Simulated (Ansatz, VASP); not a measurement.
**SnSe2: VASP beside Ansatz**

The input INCAR:

```
ALGO = Normal ; EDIFF = 1E-6
ENCUT = 520 ; GGA = PE
ISIF = 2 ; ISMEAR = 0
LASPH = T ; LCHARG = F
LREAL = F ; LWAVE = F
NBANDS = 20 ; NELM = 60
PREC = Accurate ; SIGMA = 0.01
```

File KPOINTS:

```
k-points
0
Gamma
  6 6 4
```

Contents of POSCAR:

```
SnSe2
1.0
    3.8110000000      0.0000000000      0.0000000000
   -1.9055000000      3.3004230000      0.0000000000
    0.0000000000      0.0000000000      6.1360000000
Sn Se
1 2
Direct
    0.0000000000      0.0000000000      0.0000000000
    0.3333333333      0.6666666667      0.2490000000
    0.6666666667      0.3333333333      0.7510000000
```

Input for Ansatz:

```yaml
crystal:
  lattice:
    - [3.811, 0.0, 0.0]
    - [-1.9055, 3.300423, 0.0]
    - [0.0, 0.0, 6.136]
  atoms:
    - { symbol: Sn, position: [0.0, 0.0, 0.0] }
    - { symbol: Se, position: [0.3333333333333333, 0.6666666666666666, 0.249] }
    - { symbol: Se, position: [0.6666666666666666, 0.3333333333333333, 0.751] }
kpoints:
  mp_grid:
    grid: [6, 6, 4]
hamiltonian:
  xc: pbe
scf:
  convergence:
    dr2_threshold: 1.0e-09
  occupations:
    method: fixed
output:
  eigenvalues: true
```

Alike in both runs: task single point; functional PBE; k mesh 6 × 6 × 4; no spin polarisation.

```csv
,VASP,Ansatz
version,VASP 6.6.1,Ansatz 0.2.0
potentials or method,"VASP PAW PBE potentials, release 64 (Sn_d, Se)","plane waves, PAW"
plane-wave cutoff (eV),520,420
occupations,"gaussian, width 0.01 eV",fixed
valence electrons in the cell,26,46
```

|  | VASP | Ansatz | Ansatz less VASP |
| --- | --- | --- | --- |
| gap on the k mesh at the Fermi level (eV) | 0.82 | 0.82 | +0.008 |

The two sets of potentials don't hold the same shells in valence.

Caveats: spin-orbit coupling is left out, which moves the levels of the heavy elements. A k mesh can miss the band edges.
